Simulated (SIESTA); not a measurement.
The system is Ta.

```
CELL_PARAMETERS angstrom
-1.65128 1.65128 1.65128
1.65128 -1.65128 1.65128
1.65128 1.65128 -1.65128
ATOMIC_POSITIONS crystal
Ta 0.00000 0.00000 0.00000
```

Base run:

| Item | Value |
| --- | --- |
| Program | SIESTA 5.4.2 |
| Functional | PBEsol |
| Potentials or basis | PseudoDojo 0.4 standard (PBEsol files) |
| Basis | DZ (energy shift 0.003 Ry; two zetas on semicore shells) |
| Grid cutoff | 800 Ry |
| Energy shift | 0.003 Ry |
| k mesh | 11 × 11 × 11 |
| Occupations | fermi-dirac, width 0.05 eV |
| Spin | no spin polarisation |

Its results: band gap on the k mesh none (metal or under the smearing width); pressure -5.4 GPa.

Problem. The run is repeated on the same cell with these changes: basis from DZ (energy shift 0.003 Ry; two zetas on semicore shells) to TZDP (energy shift 0.003 Ry; two zetas on semicore shells). What comes out?

Solution. Band gap on the k mesh none (metal or under the smearing width); pressure -3.4 GPa.

Caveats: short orbitals over semicore shells can move pressures by several GPa; spin-orbit coupling is left out, which moves the levels of the heavy elements; the basis of atomic orbitals isn't converged, which shifts pressures, moduli and gaps; the basis has no polarisation orbitals (some runs).
